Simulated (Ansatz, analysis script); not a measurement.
**Energy of a turned moment in a zigzag Ru chain, bond 3.025 Å**

How well does a Heisenberg term describe a zigzag Ru chain, bond 3.025 Å? One moment is turned under a constraint.

Program: Ansatz 0.2.0. Level of theory: PBE, PAW set soft_1. Results are calculated unless marked as measured.

Report form: the programs' logs are mostly left out.

In doubt: too few empty bands were carried (step 4), so the values of those runs are not to be relied on.

## 1. Set-up

The cell holds 2 atoms: 2 Ru. Cell: a = 12.000 Å, b = 12.000 Å, c = 3.630 Å, α = 90.0°, β = 90.0°, γ = 90.0°. An idealised lattice of chosen spacing, in vacuum. Vacuum lies along a and b. The structure's axis is c.

## 2. Two spin channels first

The work starts on two spin channels, which tell the size of the moments.

input.yaml

```yaml
crystal:
  lattice:
    - [12.0, 0.0, 0.0]
    - [0.0, 12.0, 0.0]
    - [0.0, 0.0, 3.63]
  atoms:
    - { symbol: Ru, position: [0.3991666667, 0.5, 0.0], spin: 1.5 }
    - { symbol: Ru, position: [0.6008333333, 0.5, 0.5], spin: 1.5 }
magnetization:
  spin_polarized: true
kpoints:
  mp_grid: { grid: [1, 1, 6] }
hamiltonian:
  xc: pbe
  pseudopotentials: { kind: paw, azcp: { folder: soft_1 } }
scf:
  occupations: { method: fermi_dirac, width: 0.1 }
  max_iter: 120
  convergence: { dr2_threshold: 1.0e-08 }
  lower_state_search: "off"
output:
  write_density: true
  write_potential: true
  elf: true
  volumetric_format: npy
```

On the command line:

```console
ansatz run input.yaml --threads 4 --pin off --max-ram 16384MiB --backend cpu --events-out ev --progress --plain --runs-dir out
```

Elapsed: 3.7 s, on 4 threads of Arm Neoverse V1, shared host; peak memory 0.65 GiB.

Spin moment in the atom's sphere by atom:

```
atom  spin moment in the atom's sphere (μB)
 Ru1                                   2.67
 Ru2                                   2.67
```

Tables count atoms from 1; parts of the log count from 0.

The run ends ferromagnetic, with a net moment of 6.04 μB a cell. Only this order was typed.

Spin density in the ca plane at fractional y = 0.500, with atoms of Ru within 0.2 Å of it.

Ten even steps from '0' (0.0 e/Å³) to '9' (1.3 e/Å³), each cell a mean:
```
00000000000000
00000000000000
00000000000000
00000000000000
00000000000000
00000000000000
00000000000000
00000122110000
00012466542000
00014789863100
00001356521000
00000011000000
22100000000012
87410000000257
97631000001468
54210000000134
11000000000001
00000000000000
00000000000000
00000000000000
00000000000000
00000000000000
00000000000000
00000000000000
```
Columns run along c (3.6 Å), rows up along a (12.0 Å). Atoms in or near the plane, at fractional coordinates: Ru at (0.00, 0.40), Ru at (0.50, 0.60).

Valence density in the ca plane at fractional y = 0.500, with atoms of Ru within 0.2 Å of it. It is the smooth field of the valence electrons, not physical close to the nuclei.

Ten steps, logarithmic in the rise over the least value, from '_' (0 e/Å³) to '@' (11 e/Å³), each cell a mean:
```
____________________________
____________________________
____________________________
____________________________
____________________________
____________________________
__________..........________
____....::--======--::..____
......--++##%%@@%%##++::....
....::==**%%@@@@@@%%**--::..
....::--==**%%%%##**==::::..
::::::::::----==----::::::::
**++==--::::......::::--==++
@@%%##++--::......::--**##@@
@@@@%%++--........::--**%%@@
####**--::....__....::==**##
--::::....__________....::::
____________________________
____________________________
____________________________
____________________________
____________________________
____________________________
____________________________
```
Columns run along c (3.6 Å), rows up along a (12.0 Å). Atoms in or near the plane, at fractional coordinates: Ru at (0.00, 0.40), Ru at (0.50, 0.60).

ELF in the ca plane at fractional y = 0.500, with atoms of Ru within 0.2 Å of it. It is the smooth field of the valence electrons, not physical close to the nuclei.

Values, 24 rows by 14 columns, each cell a mean:
```
0.00 0.00 0.00 0.00 0.00 0.00 0.00 0.00 0.00 0.00 0.00 0.00 0.00 0.00
0.00 0.00 0.00 0.00 0.00 0.00 0.00 0.00 0.00 0.00 0.00 0.00 0.00 0.00
0.01 0.01 0.01 0.01 0.01 0.02 0.02 0.02 0.02 0.02 0.01 0.01 0.01 0.01
0.03 0.03 0.03 0.03 0.03 0.03 0.04 0.04 0.03 0.03 0.03 0.03 0.03 0.03
0.05 0.06 0.06 0.07 0.07 0.07 0.07 0.07 0.07 0.07 0.07 0.06 0.06 0.05
0.09 0.10 0.10 0.11 0.11 0.11 0.11 0.11 0.11 0.11 0.11 0.11 0.10 0.10
0.15 0.15 0.15 0.16 0.16 0.17 0.17 0.17 0.17 0.17 0.16 0.16 0.15 0.15
0.19 0.18 0.18 0.20 0.25 0.32 0.37 0.39 0.36 0.30 0.24 0.19 0.18 0.18
0.22 0.19 0.19 0.27 0.44 0.57 0.59 0.58 0.59 0.55 0.40 0.23 0.18 0.20
0.26 0.22 0.19 0.29 0.48 0.58 0.55 0.52 0.57 0.57 0.45 0.24 0.19 0.23
0.32 0.29 0.25 0.26 0.38 0.50 0.55 0.55 0.55 0.48 0.35 0.25 0.26 0.30
0.25 0.27 0.29 0.30 0.29 0.28 0.29 0.29 0.28 0.28 0.29 0.30 0.29 0.26
0.40 0.39 0.34 0.29 0.29 0.30 0.29 0.29 0.30 0.30 0.28 0.30 0.35 0.39
0.57 0.58 0.55 0.38 0.24 0.23 0.28 0.30 0.26 0.22 0.26 0.45 0.57 0.58
0.53 0.57 0.58 0.43 0.25 0.18 0.22 0.24 0.20 0.19 0.28 0.50 0.59 0.56
0.56 0.55 0.48 0.33 0.22 0.18 0.20 0.21 0.19 0.19 0.23 0.38 0.50 0.55
0.26 0.25 0.22 0.19 0.18 0.17 0.17 0.17 0.17 0.17 0.18 0.20 0.23 0.25
0.14 0.14 0.14 0.14 0.14 0.13 0.13 0.13 0.13 0.14 0.14 0.14 0.14 0.14
0.09 0.09 0.09 0.09 0.09 0.08 0.08 0.07 0.08 0.09 0.09 0.09 0.09 0.09
0.05 0.05 0.05 0.05 0.05 0.04 0.04 0.04 0.04 0.05 0.05 0.05 0.05 0.05
0.03 0.03 0.03 0.02 0.02 0.02 0.02 0.02 0.02 0.02 0.02 0.02 0.03 0.03
0.01 0.01 0.01 0.01 0.01 0.01 0.01 0.01 0.01 0.01 0.01 0.01 0.01 0.01
0.00 0.00 0.00 0.00 0.00 0.00 0.00 0.00 0.00 0.00 0.00 0.00 0.00 0.00
0.00 0.00 0.00 0.00 0.00 0.00 0.00 0.00 0.00 0.00 0.00 0.00 0.00 0.00
```
Columns run along c (3.6 Å), rows up along a (12.0 Å). Atoms in or near the plane, at fractional coordinates: Ru at (0.00, 0.40), Ru at (0.50, 0.60).

## 3. The same state on a denser mesh

Levels at the Fermi energy are partly filled, so moments and energy differences can hang on the k-mesh, and the state is solved again on a denser one.

input.yaml, the sections that differ from step 2:

```yaml
crystal:
  lattice:
    - [12.0, 0.0, 0.0]
    - [0.0, 12.0, 0.0]
    - [0.0, 0.0, 3.63]
  atoms:
    - { symbol: Ru, position: [0.3991666667, 0.5, 0.0], spin: 2.67 }
    - { symbol: Ru, position: [0.6008333333, 0.5, 0.5], spin: 2.67 }
kpoints:
  mp_grid: { grid: [1, 1, 29] }
basis:
  ecutwfc: 420.0
checkpoint:
  read: start
  write: ck
  compress: false
  write_wavefunctions: false
  write_every: 100000
# magnetization, hamiltonian, scf: as in step 2
# output: removed
```

The job ended after 6.2 s (4 threads; peak memory 0.83 GiB).

Spin moment in the atom's sphere by atom:

```
atom  spin moment in the atom's sphere (μB)
 Ru1                                   2.67
 Ru2                                   2.67
```

The run ends ferromagnetic, with a net moment of 6.05 μB a cell, against 6.04 μB on the first mesh.

## 4. Constrained states

A canted state is in general not stationary, so a lock holds the direction of each moment by a field that the run finds for itself, whatever its sign. One batch solves all states on one mesh, so that their energies can be subtracted.

The input counts atoms from 0. Atom 1 (Ru) is the turned one, and with it all its lattice images.

input.yaml, the sections that differ from step 3:

```yaml
crystal:
  lattice:
    - [12.0, 0.0, 0.0]
    - [0.0, 12.0, 0.0]
    - [0.0, 0.0, 3.63]
  atoms:
    - { symbol: Ru, position: [0.3991666667, 0.5, 0.0], spin: 2.67, spin_axis: [0.0, 0.0, 1.0] }
    - { symbol: Ru, position: [0.6008333333, 0.5, 0.5], spin: 2.67, spin_axis: [0.0, 0.0, 1.0] }
magnetization:
  noncollinear: true
magnetic_configurations:
  lock: { kind: axis }
  seed: rotate
  angular_fan:
    site: 1
    rotation_axis: [0, 1, 0]
    angles_deg: [0, 30, 60, 90, 135, 180]
# kpoints, hamiltonian, scf, basis: as in step 3
# checkpoint: removed
```

It took 13 min on 4 threads; peak memory 1.9 GiB.

The batch gives an energy and a set of moments for each member that converges.

## 5. Analysis

All numbers here come from the batch. Energies are free energies plus the run's first-order correction to the targets, less the reference.

```
angle (°)  energy (meV a cell)  turned moment (μB)
        0                 0.00               2.670
       30                39.55               2.664
       60               150.95               2.637
       90               302.98               2.560
      135               486.84               2.402
      180               553.22               2.334
```

A fit E(θ) = A (1 − cos θ) + B sin²θ to the 5 turned states whose moment kept its size within 15 % gives A = 278 meV and B = 22.2 meV, with an r.m.s. miss of 3.1 meV. A > 0 favours the reference's alignment.

## 6. Outcome

* energy at 180°: 553 meV a cell
* turned moment: 2.67 μB at 0°, 2.33 μB at 180°
* bilinear term A: 278 meV
* biquadratic term B: 22.2 meV

**Reading.** Every turn costs energy, 553 meV a cell at 180°, so the ferromagnetic reference is stable against this one rotation; no orders other than those typed and the 180° state were run. The turned moment keeps its size within 13 %. The biquadratic term is 8.0 % of the bilinear one, so a Heisenberg term alone is not enough; B > 0 favours collinear states. With two magnetic atoms a cell and E = −Σ J e·e over ordered pairs, the couplings of one atom to all images of the other sum to 139 meV. Spin–orbit coupling is switched off, and couplings of the turned atom to its own lattice images don't enter, since these turn with it. Energies are free energies at a smearing of 0.1 eV, and with partly filled levels differences shift, at times strongly, as the smearing goes to zero. The cell was taken as built, with atoms unrelaxed. In doubt: the program's search for lower states was switched off, so a lower magnetic state than those reached may exist.

[Logs and program files are shortened in this print: banners, set-up blocks, solver, clock and traceback lines can be left out without a mark of their own.]

[Logs are printed without paths, hosts, clocks, repeated set-up lines and the standing remarks that a program may print on its own settings, such as how far it seeks lower states.]

[Hosts, paths, dates, database ids (printed as entryN), source tags and the programs' standing remarks are cut or masked in the printed files.]
